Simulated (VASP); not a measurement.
# Al2O3 (Corundum) (R-3c) in VASP: notebook, part 2 of 2

VASP 6.6.1. Earlier steps stand in the parts before.

## 3. Single point, PBE

File INCAR:

```
PREC = Accurate
ENCUT = 520
EDIFF = 1E-6
ISMEAR = 0
SIGMA = 0.1
LREAL = False
LASPH = True
NELM = 100
ALGO = Fast
ISIF = 2
LWAVE = False
LCHARG = False
GGA = PE
NBANDS = 35
```

File KPOINTS:

```
Automatic mesh
0
Gamma
  6 6 6
```

File POSCAR:

```
Al2O3
1.0
    2.3802500000      1.3742379782      4.3318666667
   -2.3802500000      1.3742379782      4.3318666667
    0.0000000000     -2.7484759565      4.3318666667
Al O
4 6
Direct
    0.3521600000      0.3521600000      0.3521600000
    0.1478400000      0.1478400000      0.1478400000
    0.6478400000      0.6478400000      0.6478400000
    0.8521600000      0.8521600000      0.8521600000
    0.5566800000      0.9433200000      0.2500000000
    0.2500000000      0.5566800000      0.9433200000
    0.9433200000      0.2500000000      0.5566800000
    0.4433200000      0.0566800000      0.7500000000
    0.7500000000      0.4433200000      0.0566800000
    0.0566800000      0.7500000000      0.4433200000
```

Potentials or basis: VASP PAW PBE potentials, release 64 (Al, O).

The run is started by

```
> cat potpaw_PBE.64/Al/POTCAR potpaw_PBE.64/O/POTCAR > POTCAR
> mpirun -np 1 vasp_std > vasp.out
```

OUTCAR:

```text
PREC = Accurate
   ENCUT = 520
   EDIFF = 1E-6
   ISMEAR = 0
   LREAL = False
   LASPH = True
   NELM = 100
   ISIF = 2
   GGA = PE

 ion  position               nearest neighbor table
   1  0.352  0.352  0.352-   9 1.85  10 1.85   8 1.85   7 1.97   5 1.97   6 1.97   2 2.66   3 2.79
                             3 2.79   3 2.79   2 3.22   2 3.22   2 3.22
   2  0.148  0.148  0.148-  10 1.85   9 1.85   8 1.85   6 1.97   5 1.97   7 1.97   1 2.66   4 2.79
                             4 2.79   4 2.79   1 3.22   1 3.22   1 3.22
   3  0.648  0.648  0.648-   6 1.85   7 1.85   5 1.85  10 1.97   8 1.97   9 1.97   4 2.66   1 2.79
                             1 2.79   1 2.79   4 3.22   4 3.22   4 3.22
   4  0.852  0.852  0.852-   7 1.85   6 1.85   5 1.85   9 1.97   8 1.97  10 1.97   3 2.66   2 2.79
                             2 2.79   2 2.79   3 3.22   3 3.22   3 3.22
   5  0.557  0.943  0.250-   3 1.85   4 1.85   1 1.97   2 1.97
   6  0.250  0.557  0.943-   3 1.85   4 1.85   2 1.97   1 1.97
   7  0.943  0.250  0.557-   4 1.85   3 1.85   1 1.97   2 1.97
   8  0.443  0.057  0.750-   1 1.85   2 1.85   3 1.97   4 1.97
   9  0.750  0.443  0.057-   1 1.85   2 1.85   4 1.97   3 1.97
  10  0.057  0.750  0.443-   2 1.85   1 1.85   3 1.97   4 1.97

  LATTYP: Found a trigonal (rhomboedric) cell.
 ALAT       =     5.1302230849
 COS(alpha) =     0.5694707703

  Lattice vectors:

 A1 = (   2.3802500000,   1.3742379782,   4.3318666667)
 A2 = (  -2.3802500000,   1.3742379782,   4.3318666667)
 A3 = (   0.0000000000,  -2.7484759565,   4.3318666667)

Analysis of symmetry for initial positions (statically):
=====================================================================
 Subroutine PRICEL returns:
 Original cell was already a primitive cell.

 Routine SETGRP: Setting up the symmetry group for a
 trigonal (rhombohedral) supercell.

 Subroutine GETGRP returns: Found 12 space group operations
 (whereof  6 operations were pure point group operations)
 out of a pool of 12 trial point group operations.

[... 156 lines left out ...]
   LORBIT       =      0    0 simple, 1 ext, 2 COOP (PROOUT), +10 PAW based schemes
   GGA     = PE    functional components
   LHFCALC =     F    Hartree Fock is set to
   AEXX    =    0.0000 exact exchange contribution
   IVDW    =     0    specifies the selected vdW correction
   LEPSILON=     F    determine dielectric tensor
   LRPA    =     F    only Hartree local field effects (RPA)
 non-spin polarized calculation
 RMM-DIIS sequential band-by-band and
 Gauss-broadening in eV      SIGMA  =   0.10
  energy-cutoff  :      520.00
  volume of cell :       85.02
 maximum number of plane-waves:      2308
 NGX is ok and might be reduce to    40
   NGX = 19   NGY = 19   NGZ = 19

 number of electron      48.0000013 magnetization

 Free energy of the ion-electron system (eV)
  ---------------------------------------------------
  ext. energy  EPLUGINS =         0.00000000
  ---------------------------------------------------
  free energy    TOTEN  =       -74.75234816 eV

  energy without entropy =      -74.75234816  energy(sigma->0) =      -74.75234816

 E-fermi :   6.6461     XC(G=0): -11.6856

 val. band max:        6.1425819042   @ k =   0.0000   0.0000   0.0000
 cond. band min:      12.3579348332   @ k =   0.0000   0.0000   0.0000
 fundamental gap:      6.2153529290
 Fermi energy:         6.6461188286

 k-point     1 :       0.0000    0.0000    0.0000
  band No.  band energies     occupation
      1     -13.1028      2.00000
      2     -10.7685      2.00000
      3     -10.4902      2.00000
      4     -10.4902      2.00000
      5     -10.1755      2.00000
      6     -10.1755      2.00000
[... 901 lines left out ...]
     34      19.6585      0.00000
     35      19.7447      0.00000

 [... further k-points ...]
[... 5 lines left out ...]
  --------------------------------------------------------------------------------------
  -------------------------------------------------------------------------------------
  Total        3.9329263      3.9329263      3.5969908      0.0000000     -0.0000000      0.0000000
  in kB       74.1166088     74.1166088     67.7858518      0.0000000     -0.0000000      0.0000000
  external PRESSURE =      72.0063565 kB  Pullay stress =       0.0000000 kB

 VOLUME and BASIS-vectors are now :
 -----------------------------------------------------------------------------
  energy-cutoff  :      520.00
  volume of cell :       85.02
      direct lattice vectors                 reciprocal lattice vectors
     2.380250000  1.374237978  4.331866667     0.210061968  0.121279334  0.076949121
    -2.380250000  1.374237978  4.331866667    -0.210061968  0.121279334  0.076949121
     0.000000000 -2.748475957  4.331866667     0.000000000 -0.242558668  0.076949121

 POSITION                                       TOTAL-FORCE (eV/Angst)
 -----------------------------------------------------------------------------------
      0.00000     -0.00000      4.57653         0.000000      0.000000     -0.026822
      0.00000     -0.00000      1.92127         0.000000     -0.000000      0.026822
      0.00000     -0.00000      8.41907         0.000000     -0.000000      0.026822
      0.00000     -0.00000     11.07433         0.000000      0.000000     -0.026822
     -0.92030      1.37424      7.58077        -0.025954     -0.000000     -0.000000
     -0.72998     -1.48412      7.58077         0.012977     -0.022477      0.000000
      1.65027      0.10988      7.58077         0.012977      0.022477      0.000000
      0.92030     -1.37424      5.41483         0.025954     -0.000000     -0.000000
      0.72998      1.48412      5.41483        -0.012977      0.022477      0.000000
     -1.65027     -0.10988      5.41483        -0.012977     -0.022477      0.000000
 -----------------------------------------------------------------------------------
    total drift:                               -0.000000      0.000000     -0.000000

  FREE ENERGIE OF THE ION-ELECTRON SYSTEM (eV)
  ---------------------------------------------------
  free  energy   TOTEN  =       -74.7523481612 eV

  energy  without entropy=      -74.7523481612  energy(sigma->0) =      -74.75234816
```

OSZICAR:

```text
N       E                     dE             d eps       ncg     rms          rms(c)
DAV:   1     0.227684104794E+03    0.22768E+03   -0.25439E+04  2240   0.131E+03
DAV:   2    -0.701387607630E+02   -0.29782E+03   -0.28760E+03  2885   0.287E+02
DAV:   3    -0.827162523255E+02   -0.12577E+02   -0.12534E+02  2917   0.599E+01
DAV:   4    -0.828135662763E+02   -0.97314E-01   -0.97253E-01  2776   0.608E+00
DAV:   5    -0.828147363985E+02   -0.11701E-02   -0.11700E-02  2807   0.666E-01    0.176E+01
RMM:   6    -0.745906443922E+02    0.82241E+01   -0.26236E+01  2356   0.241E+01    0.522E+00
RMM:   7    -0.747359963234E+02   -0.14535E+00   -0.22230E+00  2802   0.660E+00    0.349E+00
RMM:   8    -0.747621268378E+02   -0.26131E-01   -0.25533E-01  2641   0.358E+00    0.704E-01
RMM:   9    -0.747512792033E+02    0.10848E-01   -0.39922E-02  2887   0.986E-01    0.285E-01
RMM:  10    -0.747562246658E+02   -0.49455E-02   -0.45073E-02  2877   0.102E+00    0.416E-01
RMM:  11    -0.747523129806E+02    0.39117E-02   -0.91606E-03  2744   0.494E-01    0.891E-02
RMM:  12    -0.747523590503E+02   -0.46070E-04   -0.23125E-03  2872   0.257E-01    0.314E-02
RMM:  13    -0.747523472658E+02    0.11785E-04   -0.10764E-04  2887   0.604E-02    0.665E-03
RMM:  14    -0.747523487424E+02   -0.14767E-05   -0.14788E-05  2722   0.209E-02    0.691E-03
RMM:  15    -0.747523481612E+02    0.58120E-06   -0.58761E-06  2673   0.120E-02
   1 F= -.74752348E+02 E0= -.74752348E+02  d E =-.272896E-14
```

It took 51 s on 1 thread of Intel Xeon 6975P-C (Granite Rapids), shared host; peak memory 0.26 GiB.

Results:

* Free energy: -74.7523 eV
* Pressure: 7.2 GPa
* Largest force: 0.027 eV/Å
* Band gap on the k mesh: 6.22 eV, direct

Forces on the atoms (eV/Å):
```
Al   0.000  0.000 -0.027
Al   0.000  0.000  0.027
Al   0.000  0.000  0.027
Al   0.000  0.000 -0.027
O   -0.026  0.000  0.000
O    0.013 -0.022  0.000
O    0.013  0.022  0.000
O    0.026  0.000  0.000
O   -0.013  0.022  0.000
O   -0.013 -0.022  0.000
```

Stress tensor (GPa, compression positive):
```
7.41 0.00 0.00
0.00 7.41 0.00
0.00 0.00 6.78
```

## 4. How close it comes

Step 3. A measured gap of Al2O3 is 8.7 eV (optical; quoted in “Multi-petahertz electron interference in Cr:Al2O3 solid-state material”, 2018, pmc:5906618); the calculated 6.22 eV misses it by -2.48 eV. The value is that of PBE on a finite k mesh, which can miss the band edges, without temperature or zero-point motion. Semilocal functionals fall short of measured gaps as a rule.
